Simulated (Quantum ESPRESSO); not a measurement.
The system is NaF (Villiaumite).

```xyz
2
Lattice="0.0000 2.3200 2.3200 2.3200 0.0000 2.3200 2.3200 2.3200 0.0000" Properties=species:S:1:pos:R:3 pbc="T T T"
Na    0.0000    0.0000    0.0000
F     2.3200    2.3200    2.3200
```

Base run:

| Quantity | Value |
| --- | --- |
| Program | Quantum ESPRESSO 7.5 |
| Functional | PBE |
| Potentials or basis | SSSP 1.3 efficiency PBE |
| Cutoff | 748 eV |
| Density cutoff | 5987 eV |
| k mesh | 10 × 10 × 10 |
| Occupations | fermi-dirac, width 0.05 eV |
| Spin | no spin polarisation |

Its results: band gap on the k mesh 6.27 eV, direct; pressure 2.5 GPa.

Task: The run is repeated on the same cell with these changes: potentials or basis from SSSP 1.3 efficiency PBE to PseudoDojo 0.4.1 SR PBE standard; cutoff from 748 eV to 1197 eV; density cutoff from 5987 eV to 4789 eV. What comes out?

Result: Band gap on the k mesh 6.32 eV, direct; pressure 1.9 GPa.

Not every run made on this cell is shown here.
